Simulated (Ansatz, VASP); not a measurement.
Ag in VASP and in Ansatz

The input INCAR:

```
PREC = Accurate
ENCUT = 520
EDIFF = 1E-6
ISMEAR = 0
SIGMA = 0.1
LREAL = False
LASPH = True
NELM = 100
ALGO = Normal
ISIF = 2
LWAVE = False
LCHARG = False
GGA = PE
NBANDS = 12
```

File KPOINTS:

```
Automatic mesh
0
Gamma
  18 18 18
```

File POSCAR:

```
Ag
1.0
   -1.7188503132      1.7188503132      1.7188503132
    1.7188503132     -1.7188503132      1.7188503132
    1.7188503132      1.7188503132     -1.7188503132
Ag
1
Direct
    0.0000000000      0.0000000000      0.0000000000
```

Input for Ansatz:

```yaml
crystal:
  lattice:
    - [-1.7188503132, 1.7188503132, 1.7188503132]
    - [1.7188503132, -1.7188503132, 1.7188503132]
    - [1.7188503132, 1.7188503132, -1.7188503132]
  atoms:
    - { symbol: Ag, position: [0.0, 0.0, 0.0] }
basis:
  ecutwfc: 420
kpoints:
  mp_grid: { grid: [18, 18, 18] }
hamiltonian:
  xc: pbe
scf:
  occupations: { method: gaussian, width: 0.1 }
output:
  forces: true
  stress: true
  eigenvalues: true
  write_density: true
  write_potential: true
  elf: true
  volumetric_format: npy
```

Alike in both runs: task single point; functional PBE; k mesh 18 × 18 × 18; occupations gaussian, width 0.1 eV; no spin polarisation.

|  | VASP | Ansatz |
| --- | --- | --- |
| version | VASP 6.6.1 | Ansatz 0.2.0 |
| potentials or method | VASP PAW PBE potentials, release 64 (Ag) | scalar-relativistic, plane waves, PAW |
| plane-wave cutoff (eV) | 520 | 420 |
| valence electrons in the cell | 11 | 19 |

|  | VASP | Ansatz | Ansatz less VASP |
| --- | --- | --- | --- |
| gap on the k mesh at the Fermi level (eV) | none | none | - |
| pressure (GPa) | -7.5 | -7.5 | +0.03 |

A gap of «none» marks a metal or a gap that the smearing closes. With one functional, cell and mesh, what is left measures potentials, basis and numerics. The two sets of potentials don't hold the same shells in valence.
